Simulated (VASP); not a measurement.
# Al (Fm-3m) in VASP: notebook

The runs below take Al through single point, with PBE.

Program: VASP 6.6.1. These are calculated values, not measurements. Logs are shortened: lines on timing, memory, paths and dates and some standing lists are left out, and cuts for length are marked.

### Step 1. Starting point

Symmetry: Fm-3m, No. 225, cubic system. The conventional cell has a = 4.050 Å, b = 4.050 Å, c = 4.050 Å, α = 90.00°, β = 90.00°, γ = 90.00°. Around Al (site symmetry m-3m) lie 12 Al at 2.86 Å.

### Step 2. Single point, PBE

Input file INCAR:

```
SYSTEM = Al
PREC = Accurate
ENCUT = 400
EDIFF = 1E-7
ISMEAR = -1
SIGMA = 0.15
LREAL = .False.
LASPH = .False.
NELM = 100
ALGO = Normal
ISIF = 2
LWAVE = .False.
LCHARG = .False.
GGA = PE
NBANDS = 8
ADDGRID = .False.
```

Input file KPOINTS:

```
regular mesh
0
Gamma
  10 10 10
  0 0 0
```

Input file POSCAR:

```
Al
1.0
    0.0000000000      2.0248050000      2.0248050000
    2.0248050000      0.0000000000      2.0248050000
    2.0248050000      2.0248050000      0.0000000000
Al
1
Direct
    0.0000000000      0.0000000000      0.0000000000
```

Potentials or basis: VASP PAW PBE potentials, release 64 (Al).

On the command line:

```sh
$ cat potpaw_PBE.64/Al/POTCAR > POTCAR
$ mpirun -np 1 vasp_std > vasp.out
```

OUTCAR:

```text
SYSTEM = Al
   PREC = Accurate
   ENCUT = 400
   EDIFF = 1E-7
   ISMEAR = -1
   LREAL = .False.
   LASPH = .False.
   NELM = 100
   ISIF = 2
   GGA = PE

 Found     47 irreducible k-points:

 Following reciprocal coordinates:
            Coordinates               Weight
  0.000000  0.000000  0.000000      1.000000
  0.100000  0.000000  0.000000      8.000000
  0.200000  0.000000  0.000000      8.000000
  0.300000  0.000000  0.000000      8.000000
  0.400000  0.000000  0.000000      8.000000
  0.500000  0.000000  0.000000      4.000000
   k-points           NKPTS =     47   k-points in BZ     NKDIM =     47   number of bands    NBANDS=      8
   number of dos      NEDOS =    301   number of ions     NIONS =      1
   total plane-waves  NPLWV =   8000
   dimension x,y,z NGX =    20 NGY =   20 NGZ =   20
   dimension x,y,z NGXF=    40 NGYF=   40 NGZF=   40
   ions per type =               1
   NGX,Y,Z   is equivalent  to a cutoff of  11.61, 11.61, 11.61 a.u.
   NGXF,Y,Z  is equivalent  to a cutoff of  23.22, 23.22, 23.22 a.u.
 SYSTEM =  Al
   PREC   = accura    normal or accurate (medium, high low for compatibility)
   ISTART =      0    job   : 0-new  1-cont  2-samecut
   ICHARG =      2    charge: 1-file 2-atom 10-const
   ISPIN  =      1    spin polarized calculation?
   LNONCOLLINEAR =      F non collinear calculations
   LSORBIT =      F    spin-orbit coupling
   LASPH  =      F    aspherical Exc in radial PAW
   ENCUT  =  400.0 eV  29.40 Ry    5.42 a.u.   4.67  4.67  4.67*2*pi/ulx,y,z
   NELM   =    100;   NELMIN=  2; NELMDL= -5     # of ELM steps
   EDIFF  = 0.1E-06   stopping-criterion for ELM
   LREAL  =      F    real-space projection
   EDIFFG = 0.1E-05   stopping-criterion for IOM
   NSW    =      0    number of steps for IOM
   IBRION =     -1    ionic relax: 0-MD 1-quasi-New 2-CG
   NFREE  =      0    steps in history (QN), initial steepest desc. (CG)
   ISIF   =      2    stress and relaxation
   ISYM   =      2    0-nonsym 1-usesym 2-fastsym
   POTIM  = 0.5000    time-step for ionic-motion
   TEBEG  =    0.0;   TEEND  =   0.0 temperature during run
   PSTRESS=    0.0 pullay stress
   NELECT =       3.0000    total number of electrons
   NUPDOWN=      -1.0000    fix difference up-down
   EMIN   =  10.00;   EMAX   =-10.00  energy-range for DOS
   EFERMI =   0.00;   METHOD = LEGACY
   ISMEAR =    -1;   SIGMA  =   0.15  broadening in eV -4-tet -1-fermi 0-gaus
   EFERMI_NEDOS =   21; number of points for ismear=-14 and -15
   IALGO  =     38    algorithm
   IMIX   =      4    mixing-type and parameters
     AMIX     =   0.40;   BMIX     =  1.00
     AMIX_MAG =   1.60;   BMIX_MAG =  1.00
  volume/ion in A,a.u.               =      16.60       112.04
  Fermi-wavevector in a.u.,A,eV,Ry     =   0.925526  1.748991 11.654733  0.856599
  Thomas-Fermi vector in A             =   2.051390
   LORBIT       =      0    0 simple, 1 ext, 2 COOP (PROOUT), +10 PAW based schemes
   GGA     = PE    functional components
   LHFCALC =     F    Hartree Fock is set to
   AEXX    =    0.0000 exact exchange contribution
   IVDW    =     0    specifies the selected vdW correction
   LEPSILON=     F    determine dielectric tensor
   LRPA    =     F    only Hartree local field effects (RPA)
 non-spin polarized calculation
  energy-cutoff  :      400.00
  volume of cell :       16.60
 maximum number of plane-waves:       311
   NGX =  9   NGY =  9   NGZ =  9

 number of electron       3.0000000 magnetization

 Free energy of the ion-electron system (eV)
  ---------------------------------------------------
  ext. energy  EPLUGINS =         0.00000000
  ---------------------------------------------------
  free energy    TOTEN  =        -3.74918320 eV

  energy without entropy =       -3.70971540  energy(sigma->0) =       -3.72944930

 E-fermi :   8.0347     XC(G=0): -10.1746

 val. band max:        8.0142750161   @ k =  -0.4000   0.4000   0.0000
 cond. band min:       8.0639420407   @ k =  -0.4000   0.4000   0.1000
 fundamental gap:      0.0496670246
 Fermi energy:         8.0346848235

 k-point     1 :       0.0000    0.0000    0.0000
  band No.  band energies     occupation
      1      -3.1564      2.00000
      2      20.5224      0.00000
      3      20.5224      0.00000
      4      20.5224      0.00000
      5      21.9646      0.00000
      6      21.9646      0.00000
      7      21.9646      0.00000
      8      24.3557      0.00000

 k-point     2 :       0.1000    0.0000    0.0000
  band No.  band energies     occupation
      1      -2.8858      2.00000
      2      17.2326      0.00000
      3      19.7888      0.00000
      4      19.7888      0.00000
      5      22.6371      0.00000
      6      23.1027      0.00000
      7      23.1027      0.00000
      8      26.0073      0.00000

 k-point     3 :       0.2000    0.0000    0.0000
  band No.  band energies     occupation
      1      -2.0772      2.00000
      2      13.2495      0.00000
      3      19.0289      0.00000
      4      19.0289      0.00000
      5      22.3551      0.00000
      6      23.5158      0.00000
      7      23.5158      0.00000
      8      25.6028      0.00000

 k-point     4 :       0.3000    0.0000    0.0000
  band No.  band energies     occupation
      1      -0.7394      2.00000
      2       9.5681      0.00007
      3      18.6780      0.00000
      4      18.6780      0.00000
      5      21.7731      0.00000
      6      21.7731      0.00000
      7      22.1869      0.00000
      8      25.7498      0.00000

 k-point     5 :       0.4000    0.0000    0.0000
  band No.  band energies     occupation
      1       1.1129      2.00000
      2       6.2937      1.99998
      3      18.7730      0.00000
      4      18.7730      0.00000
      5      20.3309      0.00000
      6      20.3309      0.00000
      7      22.4021      0.00000
      8      24.2176      0.00000

 k-point     6 :       0.5000    0.0000    0.0000
  band No.  band energies     occupation
      1       3.3672      2.00000
      2       3.5636      2.00000
      3      19.2783      0.00000
      4      19.2783      0.00000
      5      19.3704      0.00000
      6      19.3704      0.00000
      7      23.0235      0.00000
      8      23.1377      0.00000

 [... further k-points ...]

------------------------ aborting loop because EDIFF is reached ----------------------------------------

  FORCE on cell =-STRESS in cart. coord.  units (eV):
  Direction    XX          YY          ZZ          XY          YZ          ZX
  --------------------------------------------------------------------------------------
  -------------------------------------------------------------------------------------
  Total       -0.0440875     -0.0440875     -0.0440875      0.0000000      0.0000000     -0.0000000
  in kB       -4.2544755     -4.2544755     -4.2544755      0.0000000      0.0000000     -0.0000000
  external PRESSURE =      -4.2544755 kB  Pullay stress =       0.0000000 kB

 VOLUME and BASIS-vectors are now :
 -----------------------------------------------------------------------------
  energy-cutoff  :      400.00
  volume of cell :       16.60
      direct lattice vectors                 reciprocal lattice vectors
     0.000000000  2.024805000  2.024805000    -0.246937359  0.246937359  0.246937359
     2.024805000  0.000000000  2.024805000     0.246937359 -0.246937359  0.246937359
     2.024805000  2.024805000  0.000000000     0.246937359  0.246937359 -0.246937359

 POSITION                                       TOTAL-FORCE (eV/Angst)
 -----------------------------------------------------------------------------------
      0.00000      0.00000      0.00000        -0.000000      0.000000      0.000000
 -----------------------------------------------------------------------------------
    total drift:                                0.000000      0.000000     -0.000000

  FREE ENERGIE OF THE ION-ELECTRON SYSTEM (eV)
  ---------------------------------------------------
  free  energy   TOTEN  =        -3.7491831973 eV

  energy  without entropy=       -3.7097153951  energy(sigma->0) =       -3.72944930
```

OSZICAR:

```text
N       E                     dE             d eps       ncg     rms          rms(c)
DAV:   1    -0.280214420450E+01   -0.28021E+01   -0.72369E+02   776   0.153E+02
DAV:   2    -0.376828591267E+01   -0.96614E+00   -0.95192E+00  1104   0.154E+01
DAV:   3    -0.377187904009E+01   -0.35931E-02   -0.35925E-02   872   0.103E+00
DAV:   4    -0.377188774354E+01   -0.87035E-05   -0.87028E-05  1264   0.481E-02
DAV:   5    -0.377188775924E+01   -0.15701E-07   -0.15990E-07   880   0.997E-04    0.129E+00
DAV:   6    -0.375874670216E+01    0.13141E-01   -0.17324E-03  1024   0.193E-01    0.750E-01
DAV:   7    -0.374919048097E+01    0.95562E-02   -0.51655E-03   912   0.311E-01    0.145E-01
DAV:   8    -0.374918510160E+01    0.53794E-05   -0.14164E-05  1096   0.260E-02    0.749E-03
DAV:   9    -0.374918360308E+01    0.14985E-05   -0.86324E-07   984   0.396E-03    0.675E-04
DAV:  10    -0.374918323451E+01    0.36857E-06   -0.38318E-09  1040   0.417E-04    0.186E-04
DAV:  11    -0.374918319731E+01    0.37199E-07   -0.16273E-10   568   0.728E-05
   1 F= -.37491832E+01 E0= -.37294493E+01  d E =-.394678E-01
```

Wall time 3.6 s (1 thread of Intel Xeon 6975P-C (Granite Rapids), shared host); peak memory 0.11 GiB.

The run converged, but some of its settings lie outside the range that counts as converged, so its numbers aren't taken as properties of the crystal.

What came out:

```yaml
Free_energy: -3.7492 eV
Pressure: -0.4 GPa
Band_gap_on_the_k_mesh: none (metal or under the smearing width)
```

### Step 3. Single point, PBE

INCAR is that of step 2.

KPOINTS is that of step 2.

Input file POSCAR:

```
Al
1.0
   -0.0142710000      2.0302060000      1.9470980000
    2.0319350000     -0.0386130000      1.9714400000
    2.0296090000      2.0522230000     -0.0362870000
Al
1
Direct
    0.0259050000     -0.0062880000     -0.0081470000
```

Potentials or basis: VASP PAW PBE potentials, release 64 (Al).

On the command line:

```sh
$ cat potpaw_PBE.64/Al/POTCAR > POTCAR
$ mpirun -np 1 vasp_std > vasp.out
```

Run time: 20 s. Hardware: 1 thread of Intel Xeon 6975P-C (Granite Rapids), shared host; peak memory 0.14 GiB.

These settings aren't checked as converged: the numbers below hold their error.

Results:

| Quantity | Value |
| --- | --- |
| Free energy | -3.7500 eV |
| Pressure | -0.2 GPa |
| Band gap on the k mesh | none (metal or under the smearing width) |

### Step 4. Single point, PBE

Input file INCAR:

```
SYSTEM = Al
PREC = Normal
ENCUT = 400
EDIFF = 1E-4
ISMEAR = -1
SIGMA = 0.15
LREAL = Auto
LASPH = .True.
NELM = 100
ALGO = Normal
ISIF = 2
LWAVE = .False.
LCHARG = .False.
GGA = PE
NBANDS = 8
ADDGRID = .False.
```

KPOINTS is that of step 3.

Input file POSCAR:

```
Al
1.0
    0.0000000000      2.0248050000      2.0248050000
    2.0248050000      0.0000000000      2.0248050000
    2.0248050000      2.0248050000      0.0000000000
Al
1
Direct
    0.0000000000      0.0000000000      0.0000000000
```

Potentials or basis: VASP PAW PBE potentials, release 64 (Al).

On the command line:

```sh
$ cat potpaw_PBE.64/Al/POTCAR > POTCAR
$ mpirun -np 1 vasp_std > vasp.out
```

OUTCAR:

```text
SYSTEM = Al
   PREC = Normal
   ENCUT = 400
   EDIFF = 1E-4
   ISMEAR = -1
   LREAL = Auto
   LASPH = .True.
   NELM = 100
   ISIF = 2
   GGA = PE

 Found     47 irreducible k-points:

 Following reciprocal coordinates:
            Coordinates               Weight
  0.000000  0.000000  0.000000      1.000000
  0.100000  0.000000  0.000000      8.000000
  0.200000  0.000000  0.000000      8.000000
  0.300000  0.000000  0.000000      8.000000
  0.400000  0.000000  0.000000      8.000000
[... 138 lines left out ...]
      8      23.1388      0.00000

 [... further k-points ...]

------------------------ aborting loop because EDIFF is reached ----------------------------------------

  FORCE on cell =-STRESS in cart. coord.  units (eV):
  Direction    XX          YY          ZZ          XY          YZ          ZX
  --------------------------------------------------------------------------------------
  -------------------------------------------------------------------------------------
  Total       -0.0504398     -0.0504398     -0.0504398     -0.0000000      0.0000000     -0.0000000
  in kB       -4.8674783     -4.8674783     -4.8674783     -0.0000000      0.0000000     -0.0000000
  external PRESSURE =      -4.8674783 kB  Pullay stress =       0.0000000 kB

 VOLUME and BASIS-vectors are now :
 -----------------------------------------------------------------------------
  energy-cutoff  :      400.00
  volume of cell :       16.60
      direct lattice vectors                 reciprocal lattice vectors
     0.000000000  2.024805000  2.024805000    -0.246937359  0.246937359  0.246937359
     2.024805000  0.000000000  2.024805000     0.246937359 -0.246937359  0.246937359
     2.024805000  2.024805000  0.000000000     0.246937359  0.246937359 -0.246937359

 POSITION                                       TOTAL-FORCE (eV/Angst)
 -----------------------------------------------------------------------------------
      0.00000      0.00000      0.00000        -0.000000      0.000000      0.000000
 -----------------------------------------------------------------------------------
    total drift:                               -0.000000      0.000000     -0.000000

  FREE ENERGIE OF THE ION-ELECTRON SYSTEM (eV)
  ---------------------------------------------------
  free  energy   TOTEN  =        -3.7494348094 eV

  energy  without entropy=       -3.7099691778  energy(sigma->0) =       -3.72970199
```

Wall time 1.7 s (1 thread of Intel Xeon 6975P-C (Granite Rapids), shared host); peak memory 0.1 GiB.

These settings aren't checked as converged: the numbers below hold their error.

Results:

```yaml
Free_energy: -3.7494 eV
Pressure: -0.5 GPa
Band_gap_on_the_k_mesh: none (metal or under the smearing width)
```

### Step 5. Single point, PBE

INCAR is that of step 4.

KPOINTS is that of step 4.

Input file POSCAR:

```
Al
1.0
   -0.0142710000      2.0302060000      1.9470980000
    2.0319350000     -0.0386130000      1.9714400000
    2.0296090000      2.0522230000     -0.0362870000
Al
1
Direct
    0.0259050000     -0.0062880000     -0.0081470000
```

On the command line:

```sh
$ cat potpaw_PBE.64/Al/POTCAR > POTCAR
$ mpirun -np 1 vasp_std > vasp.out
```

Run time: 9.8 s. Hardware: 1 thread of Intel Xeon 6975P-C (Granite Rapids), shared host; peak memory 0.12 GiB.

These settings aren't checked as converged: the numbers below hold their error.

What came out:

- Free energy: -3.7503 eV
- Pressure: -0.3 GPa
- Band gap on the k mesh: none (metal or under the smearing width)

(Part 1 of 2 ends here.)
